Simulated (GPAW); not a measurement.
Runs of GPAW 26.7.0 on CoO. It takes space group Pm-3m (No. 221, cubic). The conventional cell has a = 2.571 Å, b = 2.571 Å, c = 2.571 Å, α = 90.00°, β = 90.00°, γ = 90.00°. Around Co (site symmetry m-3m) lie 8 O at 2.23 Å. O (site symmetry m-3m) has 8 Co at 2.23 Å as nearest neighbours. Measurements of this composition are mostly on another form, of space group No. 225.

```tsv
level	potentials or basis	spin	U	gap on the mesh (eV)	pressure (GPa)	moment (μB)
PBE+U	GPAW PAW data sets (gpaw-data 1.2.1), pw	off	Co d U = 7 eV	none	-1.1	-
LDA+U	the program's PAW data sets (release 1.2.1) made for this functional, pw	off	Co d U = 4 eV	none	-21.4	-
LDA+U	the program's PAW data sets (release 1.2.1) made for this functional, pw	collinear, zero start	Co d U = 4 eV	none	-21.4	(a)
LDA	the program's PAW data sets (release 1.2.1) made for this functional, pw	collinear, random start	-	none	-7.4	3.00
LDA	the program's PAW data sets (release 1.2.1) made for this functional, pw	collinear, ferromagnetic start	-	none	-7.4	3.00
```

Alike in all rows: task single point; cell as given; k mesh 7 × 7 × 7; cutoff (eV) 800; smearing gaussian 0.05 eV.

Task: Estimate the missing entries.

Result: (a) 0.00.

Caveats: an odd number of electrons without spin polarisation forces a metal (some runs); a magnetic or distorted state may lie lower (some runs); U without spin polarisation on a metal has little footing (some runs); a cell with one magnetic atom can't hold antiferromagnetic order, which such compounds often take (some runs); semilocal functionals often make such compounds metallic where correlation or magnetic order opens a gap, which also shifts bond lengths (some runs); the run has no moments, though such compounds are often magnetic (some runs); a magnetic state may lie lower (some runs).

A gap of «none» marks a metal or a gap under the smearing width.
